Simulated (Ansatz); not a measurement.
Reaction (ligand exchange at a B–C bond): `NCBCl` + acetic acid → `CC(=O)OBCl` + CH₃NH₂

Isolated molecules relaxed with PBE0-D4/def2-TZVP in Ansatz; ΔE leaves out vibrations. CBS: MP2 limit from def2 TZ/QZ plus the TZ coupled-cluster correction, frozen cores. DFT in def2-TZVPP. Each species was taken in one conformer, which may not be the lowest.

```json
{"level": "B2PLYP", "ΔE (kJ/mol)": "-99.7"}
{"level": "MP2/def2-SVP", "ΔE (kJ/mol)": "-110.1"}
```

What does CCSD(T)/CBS give? (An estimate is asked.)

Ansatz gave: -96.2 kJ/mol. The listed levels differ from it by -3.5, -13.9 kJ/mol.

Largest T1 diagnostic among the species: 0.015.

In def2-TZVPP, CCSD(T) changes the Hartree–Fock value by +10.6 kJ/mol (the triples alone add +0.7 kJ/mol) and MP2 by +11.7 kJ/mol. Leaving LDA and LC-ωPBE aside and taking each functional with its dispersion term where it has one, the values, not all of them listed here, spread over 15.4 kJ/mol, from BHLYP-D4 to revPBE-D4. LDA lies +5.0 kJ/mol from PBE without D4. From BLYP to BHLYP (50 % exact exchange), in def2-TZVPP and without D4, ΔE moves by −3.9 kJ/mol.

CCSD(T)/CBS has its own doubt, a few kJ/mol and more with outer-core shells, so smaller differences from it don't rank the levels.
